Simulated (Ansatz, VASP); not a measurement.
**Hg in VASP and in Ansatz**

```
Hg
1.0
    -2.61094    2.61094    3.66816
     2.61094   -2.61094    3.66816
     2.61094    2.61094   -3.66816
Hg
4
Direct
  0.87500 0.37500 0.00000
  0.37500 0.87500 0.00000
  0.62500 0.62500 0.50000
  0.12500 0.12500 0.50000
```

Alike in both runs: functional PBE; dispersion D3(BJ); k mesh 8 × 8 × 8; occupations gaussian, width 0.01 eV; no spin polarisation.

Ansatz relaxed the structure, and its values are those at the end. VASP's run is a single point on that final structure, the one shown.

|  | VASP | Ansatz |
| --- | --- | --- |
| version | VASP 6.6.1 | Ansatz 0.2.0 |
| potentials or method | VASP PAW PBE potentials, release 64 (Hg) | scalar-relativistic, plane waves, PAW |
| plane-wave cutoff (eV) | 520 | 420 |
| valence electrons in the cell | 48 | 80 |

Ansatz gave:

| Item | Value |
| --- | --- |
| gap on the k mesh at the Fermi level (eV) | none |
| pressure (GPa) | 0.0 |

Task: Which values does VASP return?

Result: gap on the k mesh at the Fermi level (eV): none; pressure (GPa): 0.3.

A gap of «none» marks a metal or a gap that the smearing closes. The two sets of potentials don't hold the same shells in valence.

Caveats: pairwise dispersion overbinds metals, which lowers pressure and volume. The runs have no spin-orbit coupling, so splittings on Hg are missing.
